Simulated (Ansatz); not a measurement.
# Bands of Ag

```yaml
crystal:
  lattice:
    - [-1.65152, 1.65152, 1.65152]
    - [1.65152, -1.65152, 1.65152]
    - [1.65152, 1.65152, -1.65152]
  atoms:
    - { symbol: Ag, position: [0.00000, 0.00000, 0.00000] }
```

The cell was built from the bcc type and relaxed in the same program, and has space group Im-3m; it needn't be a known or the stable phase.

All numbers below come from Ansatz 0.2.0, DFT, PBE, all-electron LAPW, Dirac equation with spin-orbit coupling.

Numerical set-up: a Γ-centred 16×16×16 k mesh, Fermi–Dirac smearing of 0.08 eV, basis error target 1 meV/atom, no spin polarisation.

Points in fractions of the reciprocal vectors of this cell: Γ (0, 0, 0), H (0.5, -0.5, 0.5), N (0, 0, 0.5), P (0.25, 0.25, 0.25). The path joins them by straight lines in the order Γ–H–N–Γ–P–H–P–N; legs that retrace an earlier one aren't tabulated. Energies are in eV from the Fermi level.

(1) Is there a gap?

(2) List the levels between -5 and 5 eV at the symmetry points.

## Answers

(1) none: bands cross the Fermi level, a metal.

(2) 
Γ: -4.92 (×4), -4.53 (×2), -3.47 (×4)
H: -2.94 (×4), -2.57 (×2)
N: -3.62 (×2), -3.37 (×2), -2.56 (×2), 0.00 (×2), 3.82 (×2)
P: -4.87 (×2), -3.36 (×4)
